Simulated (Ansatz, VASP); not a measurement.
## Ni in VASP and in Ansatz

```
Ni
1.0
     2.29054    0.00000    0.00000
     0.00000    2.29054    0.00000
     0.00000    0.00000    2.34688
Ni
1
Direct
  0.00000 0.00000 0.00000
```

Alike in both runs: task single point; functional PBE; k mesh 8 × 8 × 8; occupations gaussian, width 0.1 eV; collinear spin.

|  | VASP | Ansatz |
| --- | --- | --- |
| version | VASP 6.6.1 | Ansatz 0.2.0 |
| potentials or method | VASP PAW PBE potentials, release 64 (Ni) | scalar-relativistic, plane waves, PAW |
| plane-wave cutoff (eV) | 520 | 420 |
| valence electrons in the cell | 10 | 18 |

```tsv
	VASP	Ansatz	Ansatz less VASP
gap on the k mesh at the Fermi level (eV)	none	none	-
pressure (GPa)	5.0	5.1	+0.15
largest component of the traceless stress (GPa)	5.68	5.84	+0.169
net moment per atom (μB)	0.69	0.70	+0.014
size of the moment on the site where the two differ most (μB)	0.69	0.71	+0.022
```

Site moments also hang on the region over which each program counts them. A gap of «none» marks a metal or a gap that the smearing closes. The two sets of potentials don't hold the same shells in valence.
